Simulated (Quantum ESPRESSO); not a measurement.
## As: Wannier functions under several settings

```
As
1.0
     1.88080    1.08588    3.51406
    -1.88080    1.08588    3.51406
     0.00000   -2.17176    3.51406
As
2
Direct
  0.22600 0.22600 0.22600
  0.77400 0.77400 0.77400
```

All runs used Quantum ESPRESSO 7.5; potentials PseudoDojo 0.4.1 SR PBE standard; k mesh 7 × 7 × 7; given cell; no spin polarisation; cutoff 1143 eV; occupations fermi-dirac, width 0.05 eV.

```tsv
level	start	Wannier mesh	spread a function (Å²)	RMS miss of the bands (meV)
PBE	atomic projections with disentanglement	5 × 5 × 5	1.51	37
PBE	atomic projections with disentanglement, not minimised	5 × 5 × 5	1.64	63
PBE	SCDM with an erfc weight	5 × 5 × 5	?	?
```

Task: What stands in the row left open?

Result: Spread a function 2.04 Å²; RMS miss of the bands 33 meV.

For the row left open. Caveat: the k mesh is coarse.
